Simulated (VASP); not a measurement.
A run of VASP 6.6.1:

The input POSCAR:

```
GaN                                     
1.0
    3.1943307161      0.0000000000      0.0000000000
    0.0000000000      5.1748157601      0.0000000000
    0.0000000000      0.0000000000      5.6068703454
  Ga              N             
     4     4
Direct
     0.0000000000000000    0.0003176297853359    0.3340828673199672
     0.5000000000000000    0.0003176297853359    0.8340828673199671
     0.5000000000000000    0.5003176297853360    0.1659171326800329
     0.0000000000000000    0.5003176297853360    0.6659171326800329
     0.0000000000000000    0.6216823702146639    0.3342342572812753
     0.5000000000000000    0.6216823702146639    0.8342342572812754
     0.5000000000000000    0.1216823702146639    0.1657657427187246
     0.0000000000000000    0.1216823702146639    0.6657657427187246
```

File INCAR.step1:

```
SYSTEM = GaN
PREC = Accurate ; ENCUT = 520
EDIFF = 1E-7 ; ISMEAR = 0
SIGMA = 0.02 ; LREAL = .FALSE.
LASPH = .TRUE. ; NELM = 100
ALGO = Fast ; ISIF = 2
LWAVE = .FALSE. ; LCHARG = .TRUE.
GGA = PE ; KPAR = 8
```

File KPOINTS.step1:

```
regular mesh
0
G
  8 5 5
  0 0 0
```

File INCAR.step2:

```
SYSTEM = GaN
PREC = Accurate ; ENCUT = 520
EDIFF = 1E-7 ; ISMEAR = 0
SIGMA = 0.05 ; LREAL = .FALSE.
LASPH = .TRUE. ; NELM = 100
ALGO = Fast ; ISIF = 2
LWAVE = .FALSE. ; LCHARG = .FALSE.
GGA = PE ; ICHARG = 11
KPAR = 8
```

The input KPOINTS.step2:

```
path GXSYGZURTZ,YT,UX,SR
20
line-mode
reciprocal
 0.0000000000  0.0000000000  0.0000000000  G
 0.5000000000  0.0000000000  0.0000000000  X

 0.5000000000  0.0000000000  0.0000000000  X
 0.5000000000  0.5000000000  0.0000000000  S

 0.5000000000  0.5000000000  0.0000000000  S
 0.0000000000  0.5000000000  0.0000000000  Y

 0.0000000000  0.5000000000  0.0000000000  Y
 0.0000000000  0.0000000000  0.0000000000  G

 0.0000000000  0.0000000000  0.0000000000  G
 0.0000000000  0.0000000000  0.5000000000  Z

 0.0000000000  0.0000000000  0.5000000000  Z
 0.5000000000  0.0000000000  0.5000000000  U

 0.5000000000  0.0000000000  0.5000000000  U
 0.5000000000  0.5000000000  0.5000000000  R

 0.5000000000  0.5000000000  0.5000000000  R
 0.0000000000  0.5000000000  0.5000000000  T

 0.0000000000  0.5000000000  0.5000000000  T
 0.0000000000  0.0000000000  0.5000000000  Z

 0.0000000000  0.5000000000  0.0000000000  Y
 0.0000000000  0.5000000000  0.5000000000  T

 0.5000000000  0.0000000000  0.5000000000  U
 0.5000000000  0.0000000000  0.0000000000  X

 0.5000000000  0.5000000000  0.0000000000  S
 0.5000000000  0.5000000000  0.5000000000  R
```

Potentials or basis: VASP PAW PBE potentials, release 64 (Ga_d, N).

Run with:

```sh
$ cat potpaw_PBE.64/Ga_d/POTCAR potpaw_PBE.64/N/POTCAR > POTCAR
$ cp INCAR.step1 INCAR
$ cp KPOINTS.step1 KPOINTS
$ mpirun -np 8 vasp_std > vasp.out
$ cp INCAR.step2 INCAR
$ cp KPOINTS.step2 KPOINTS
$ mpirun -np 8 vasp_std > vasp.out
```

Hardware: 8 MPI ranks on AMD EPYC 9R45 96-Core Processor (Zen 5) (shared host).

Problem. Estimate the wall time of this run.

Solution. Run time: 2 min on 8 MPI ranks on AMD EPYC 9R45 96-Core Processor (Zen 5), on a shared host, peak memory 0.68 GiB a rank. Counts: scf iterations 16, k points 240.
